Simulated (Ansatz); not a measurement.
**Step by step: Si2W, atoms shaken at random, then relaxed with the cell**

The calculation used DFT, PBE, PAW with Ansatz's default frozen-core files, scalar-relativistic in Ansatz 0.2.0.

Command: `ansatz run input.yaml --threads 1 --pin off --max-ram 3072MiB --backend cpu --events-out ev --progress --plain --runs-dir out` The run took 100 s on 1 thread of AMD EPYC 7R43 64-Core Processor (Zen 3), with other jobs on the host, peak memory 0.73 GiB.

```yaml
crystal:
  lattice:
    - [-1.6069, 1.6069, 3.91495]
    - [1.6069, -1.6069, 3.91495]
    - [1.6069, 1.6069, -3.91495]
  atoms:
    - { symbol: Si, position: [0.32991122, 0.33081796, 0.00353619] }
    - { symbol: Si, position: [0.68287186, 0.66235545, 0.01284356] }
    - { symbol: W, position: [-0.00755087, 0.0008153, -0.01142587] }
kpoints:
  mp_grid: { grid: [10, 10, 10] }
scf:
  occupations: { method: fermi_dirac, width: 0.05 }
hamiltonian:
  xc: pbe
  pseudopotentials: { kind: paw }
output:
  forces: true
  stress: true
  efg: { contact_densities: true }
  write_density: true
  write_potential: true
  elf: true
  volumetric_format: npy
relax:
  f_tol: 0.01
  max_steps: 80
  cell: {}
```

Spin–orbit coupling is left out, though it moves levels of the heavy atoms by tenths of an eV or more.

The cell comes from COD entry 1532195, which wasn't checked; take it as a given geometry. The listed cell was then made from it by scaling, straining or moving an atom.

The cutoff is 420 eV; energies and pressures of the walk include the program's estimate of the Pulay term.

Each frame lists the cell vectors (Å), then Cartesian positions (Å) and forces (eV/Å). Free energies count from the first step, -11657.4010 eV.

The walk took 5 evaluations in all; steps that aren't listed are left out.

Step 1: E = 0.0 meV, P = 3.40 GPa

```
cell -1.6069 1.6069 3.9150 1.6069 -1.6069 3.9150 1.6069 1.6069 -3.9150
Si    0.0071    0.0042    2.5729    -0.123   0.016   0.790
Si   -0.0123    0.0536    5.2162     0.113  -0.660  -0.144
W    -0.0049   -0.0318    0.0184     0.010   0.644  -0.646
```

Step 2: E = -54.8 meV, P = -0.01 GPa

```
cell -1.6133 1.6096 3.9285 1.6181 -1.6176 3.9338 1.6137 1.6181 -3.9318
Si    0.0026   -0.0025    2.6151    -0.048   0.080   0.169
Si   -0.0045    0.0187    5.2290     0.048  -0.182  -0.099
W    -0.0035    0.0019   -0.0043     0.001   0.102  -0.070
```

Step 3: E = -57.8 meV, P = 0.37 GPa

```
cell -1.6115 1.6188 3.9336 1.6094 -1.6144 3.9309 1.6117 1.6146 -3.9318
Si   -0.0033    0.0066    2.6252    -0.010   0.044  -0.018
Si   -0.0058    0.0141    5.2246     0.012  -0.026   0.011
W    -0.0032    0.0099   -0.0078    -0.003  -0.018   0.007
```

Problem. How does the relaxation end?

Solution. It converges, with a = 3.230 Å, b = 3.230 Å, c = 7.866 Å, α = 90.00°, β = 90.00°, γ = 90.00° (conventional cell, space group I4/mmm). The last solve (on a basis chosen afresh for the final cell, so its energy is not quite comparable) gives E = -58.5 meV, P = 0.01 GPa:
```
cell -1.6148 1.6150 3.9331 1.6147 -1.6147 3.9330 1.6147 1.6147 -3.9330
Si   -0.0034    0.0088    2.6250     0.000   0.001   0.001
Si   -0.0034    0.0089    5.2260     0.000   0.000  -0.001
W    -0.0034    0.0087   -0.0075     0.000   0.000   0.000
```
